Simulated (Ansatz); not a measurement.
The system is SnSe2.

```xyz
3
Lattice="3.8110 0.0000 0.0000 -1.9055 3.3004 0.0000 0.0000 0.0000 6.1360" Properties=species:S:1:pos:R:3 pbc="T T T"
Sn    0.0000    0.0000    0.0000
Se    1.9055    1.1001    4.6081
Se    0.0000    2.2003    1.5279
```

```yaml
Program: Ansatz 0.2.0
Task: relaxation of cell and atoms
Functional: PBEsol
Dispersion: D4
Potentials_or_basis: Ansatz PAW
Cutoff: "420 eV (not typed: the program's choice for these potentials)"
k_mesh: 8 × 8 × 5
Occupations: fermi-dirac, width 0.05 eV
Spin: no spin polarisation
```

At the start: volume 25.73 Å³/atom.

How do energy, volume and symmetry change on relaxing?

It ends after 6 steps and the volume is 24.46 Å³/atom (-4.9 %); space group P-3m1 (No. 164, to 0.05 Å).

Step by step:
```
step  energy change (eV)  largest force (eV/Å)  volume (Å³)
   1              0.0000                0.6096        77.18
   2             -0.0493                0.0286        75.02
   3             -0.0540                0.0074        73.58
   4             -0.0548                0.0060        73.29
   5             -0.0549                0.0035        73.38
   6             -0.0541                0.0039        73.38
```

Final structure:
```xyz
3
Lattice="3.8018 0.0000 0.0000 -1.9009 3.2924 0.0000 0.0000 0.0000 5.8626" Properties=species:S:1:pos:R:3 pbc="T T T"
Sn    0.0000    0.0000    0.0000
Se    1.9009    1.0975    4.2774
Se    0.0000    2.1950    1.5852
```

Caveat: the plane-wave basis is chosen anew once the cell has moved, so the energies of steps on either side of that aren't comparable; the PAW data sets come from PBE, with cores solved anew for the run's functional, which leaves a small shift of forces and pressure.
